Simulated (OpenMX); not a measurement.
Crystal: CaF2 (Fluorite).

```
CELL_PARAMETERS angstrom
0.00000 2.73100 2.73100
2.73100 0.00000 2.73100
2.73100 2.73100 0.00000
ATOMIC_POSITIONS crystal
Ca 0.00000 0.00000 0.00000
F 0.75000 0.75000 0.75000
F 0.25000 0.25000 0.25000
```

Base run:

* Program: OpenMX 3.8.5
* Functional: PBE
* Potentials or basis: OpenMX 2013 PBE set, Ca9.0-s3p2d1, F6.0-s2p2d1, grid cutoff 400 Ry
* k mesh: 9 × 9 × 9
* Occupations: fermi-dirac, width 0.05 eV
* Spin: no spin polarisation

Its results: band gap on the k mesh 7.25 eV, indirect (least direct gap 7.49 eV); pressure 3.6 GPa.

The run is repeated on the same cell with these changes: potentials or basis from OpenMX 2013 PBE set, Ca9.0-s3p2d1, F6.0-s2p2d1, grid cutoff 400 Ry to OpenMX 2013 PBE set, Ca9.0-s3p2d2, F6.0-s3p3d2f1, grid cutoff 400 Ry. What comes out?

Band gap on the k mesh 7.37 eV, indirect (least direct gap 7.64 eV); pressure 3.0 GPa.

Caveats: the basis of atomic orbitals isn't converged, which shifts pressures, moduli and gaps.
